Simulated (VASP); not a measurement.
# Quasiparticle energies of BeTe in VASP, part 3 of 6

How does the gap of BeTe change from the starting functional to GW? The cell is of the zinc-blende type, one of the forms listed for this formula. The start is a computed cell from the Materials Project.

VASP 6.6.1, plane waves and PAW; the level of theory is named at each step.

So far, gap on the k-mesh (eV): step 3 (empty bands, functional PBE) 2.01.

## Step 4: evGW0 (continued)

Level of this step: evGW0 on PBE; plane waves and PAW (Be_GW, Te_GW) (VASP).

Parts of OUTCAR (step 4):

```text
The static configuration has the point symmetry T_d .

 Found     16 irreducible k-points:

   k-points           NKPTS =     16   k-points in BZ     NKDIM =    216   number of bands    NBANDS=    296

   NELECT =       8.0000    total number of electrons

 E-fermi :   5.6685

 QP shifts <psi_nk| G(iteration)W_0 |psi_nk>: iteration 1
 for sc-GW calculations column KS-energies equals QP-energies in previous step
 and V_xc(KS)=  KS-energies - (<T + V_ion + V_H > + <T+V_H+V_ion>^1  + <V_x>^1)
 k-point   1 :       0.0000    0.0000    0.0000
  band No.  KS-energies  QP-energies   sigma(KS)   V_xc(KS)     V^pw_x(r,r')   Z            occupation Imag(sigma)
      1      -7.5302      -8.4599     -12.0777     -10.7674     -17.5911       0.7095       2.0000       1.1069
      2       4.6624       3.8090     -12.1417     -11.0524     -12.7599       0.7835       2.0000      -0.0231
      3       4.6624       3.8090     -12.1417     -11.0524     -12.7599       0.7835       2.0000      -0.0231
      4       4.6624       3.8090     -12.1417     -11.0524     -12.7599       0.7835       2.0000      -0.0231
      5       8.2902       8.5427      -8.9710      -9.2991      -4.8305       0.7695       0.0000      -0.1013
      6       8.2902       8.5427      -8.9710      -9.2991      -4.8305       0.7695       0.0000      -0.1013
      7       8.2902       8.5427      -8.9710      -9.2991      -4.8305       0.7695       0.0000      -0.1013
      8       8.3605       8.7097      -9.1603      -9.6111      -4.8417       0.7745       0.0000      -0.1091
    ...

 k-point   2 :       0.1667    0.0000    0.0000
  band No.  KS-energies  QP-energies   sigma(KS)   V_xc(KS)     V^pw_x(r,r')   Z            occupation Imag(sigma)
      1      -7.2778      -8.1857     -12.1133     -10.8370     -17.5342       0.7114       2.0000       1.0626
      2       2.7008       1.8197     -11.5268     -10.3726     -12.7442       0.7634       2.0000      -0.0003
      3       4.2941       3.4436     -11.9759     -10.8853     -12.6858       0.7799       2.0000      -0.0200
      4       4.2941       3.4436     -11.9759     -10.8853     -12.6858       0.7799       2.0000      -0.0200
      5       8.0977       8.3477      -8.9913      -9.3146      -4.8487       0.7733       0.0000      -0.1023
      6       8.8231       9.0772      -9.1061      -9.4377      -4.8057       0.7665       0.0000      -0.1092
      7       8.8231       9.0772      -9.1061      -9.4377      -4.8057       0.7665       0.0000      -0.1092
      8      10.3502      10.6296      -9.5720      -9.9426      -4.8135       0.7541       0.0000      -0.1404
    ...

 k-point   3 :       0.3333    0.0000    0.0000
  band No.  KS-energies  QP-energies   sigma(KS)   V_xc(KS)     V^pw_x(r,r')   Z            occupation Imag(sigma)
      1      -6.6493      -7.5062     -12.2606     -11.0608     -17.4240       0.7143       2.0000       0.9539
      2       0.2848      -0.6631     -11.1489      -9.8423     -13.4941       0.7255       2.0000       0.0650
      3       3.7651       2.8965     -11.8707     -10.7503     -12.7811       0.7753       2.0000      -0.0141
      4       3.7651       2.8965     -11.8707     -10.7503     -12.7811       0.7753       2.0000      -0.0141
      5       7.8077       8.0183      -9.0355      -9.3069      -4.9660       0.7761       0.0000      -0.1012
      6       9.2886       9.5232      -8.9306      -9.2367      -4.5169       0.7661       0.0000      -0.1155
      7       9.2886       9.5232      -8.9306      -9.2367      -4.5169       0.7661       0.0000      -0.1155
      8      12.4086      12.5435      -8.4049      -8.5875      -3.0243       0.7385       0.0000      -0.2077
    ...

 QP shifts <psi_nk| G(iteration)W_0 |psi_nk>: iteration 2
 k-point   1 :       0.0000    0.0000    0.0000
  band No. old QP-enery  QP-energies   sigma(KS)   T+V_ion+V_H  V^pw_x(r,r')   Z            occupation Imag(sigma)
      1      -8.4599      -8.6977     -12.0318       3.2372     -17.5911       0.7104       2.0000       1.1079
      2       3.8090       3.6784     -12.0723      15.7148     -12.7599       0.7843       2.0000      -0.0218
      3       3.8090       3.6784     -12.0723      15.7148     -12.7599       0.7843       2.0000      -0.0218
      4       3.8090       3.6784     -12.0723      15.7148     -12.7599       0.7843       2.0000      -0.0218
      5       8.5427       8.5572      -9.0277      17.5893      -4.8305       0.7712       0.0000      -0.1036
      6       8.5427       8.5572      -9.0277      17.5893      -4.8305       0.7712       0.0000      -0.1036
      7       8.5427       8.5572      -9.0277      17.5893      -4.8305       0.7712       0.0000      -0.1036
      8       8.7097       8.7325      -9.2325      17.9716      -4.8417       0.7744       0.0000      -0.1120
    ...

 QP shifts <psi_nk| G(iteration)W_0 |psi_nk>: iteration 3
 k-point   1 :       0.0000    0.0000    0.0000
  band No. old QP-enery  QP-energies   sigma(KS)   T+V_ion+V_H  V^pw_x(r,r')   Z            occupation Imag(sigma)
      1      -8.6977      -8.7586     -12.0208       3.2372     -17.5911       0.7087       2.0000       1.1137
      2       3.6784       3.6550     -12.0662      15.7148     -12.7599       0.7839       2.0000      -0.0219
      3       3.6784       3.6550     -12.0662      15.7148     -12.7599       0.7839       2.0000      -0.0219
      4       3.6784       3.6550     -12.0662      15.7148     -12.7599       0.7839       2.0000      -0.0219
      5       8.5572       8.5558      -9.0339      17.5893      -4.8305       0.7715       0.0000      -0.1038
      6       8.5572       8.5558      -9.0339      17.5893      -4.8305       0.7715       0.0000      -0.1038
      7       8.5572       8.5558      -9.0339      17.5893      -4.8305       0.7715       0.0000      -0.1038
      8       8.7325       8.7320      -9.2398      17.9716      -4.8417       0.7746       0.0000      -0.1123
    ...

 QP shifts <psi_nk| G(iteration)W_0 |psi_nk>: iteration 4
 k-point   1 :       0.0000    0.0000    0.0000
  band No. old QP-enery  QP-energies   sigma(KS)   T+V_ion+V_H  V^pw_x(r,r')   Z            occupation Imag(sigma)
      1      -8.7586      -8.7737     -12.0170       3.2372     -17.5911       0.7092       2.0000       1.1165
      2       3.6550       3.6504     -12.0657      15.7148     -12.7599       0.7841       2.0000      -0.0219
      3       3.6550       3.6504     -12.0657      15.7148     -12.7599       0.7841       2.0000      -0.0219
      4       3.6550       3.6504     -12.0657      15.7148     -12.7599       0.7841       2.0000      -0.0219
      5       8.5558       8.5548      -9.0347      17.5893      -4.8305       0.7716       0.0000      -0.1038
      6       8.5558       8.5548      -9.0347      17.5893      -4.8305       0.7716       0.0000      -0.1038
      7       8.5558       8.5548      -9.0347      17.5893      -4.8305       0.7716       0.0000      -0.1038
      8       8.7320       8.7311      -9.2408      17.9716      -4.8417       0.7747       0.0000      -0.1124
    ...

[... 7 parts as in an earlier step ...]

[... 26 further parts left out ...]
```

Numbers from this step:

- quasiparticle gap on the mesh: 3.063 eV
- smallest direct quasiparticle gap on the mesh: 4.904 eV
- gap of the starting orbitals on the mesh: 2.012 eV

QP gap by iteration, by row:

```tsv
iteration	gap (eV)	direct gap (eV)
1	2.914	4.734
2	3.039	4.879
3	3.059	4.901
4	3.063	4.904
```

GW takes the gap from 2.012 to 3.063 eV. The last pass still moved it by +3 meV. Spin-orbit coupling is left out. The value holds for 296 bands, ENCUTGW = 200 eV and this mesh, and isn't shown to be converged in them.

(Part 3 of 6 ends here.)

[Lines on the potential files, build, host, timing and source positions are cut from VASP's logs without a mark.]

[Logs are printed without paths, hosts, clocks, repeated set-up lines and the standing remarks that a program may print on its own settings, such as how far it seeks lower states.]

[Hosts, paths, dates, database ids (printed as entryN), source tags and the programs' standing remarks are cut or masked in the printed files.]

[Pressures printed for these runs are not shown converged in the cutoff: they can be off by several GPa and have the wrong sign.]
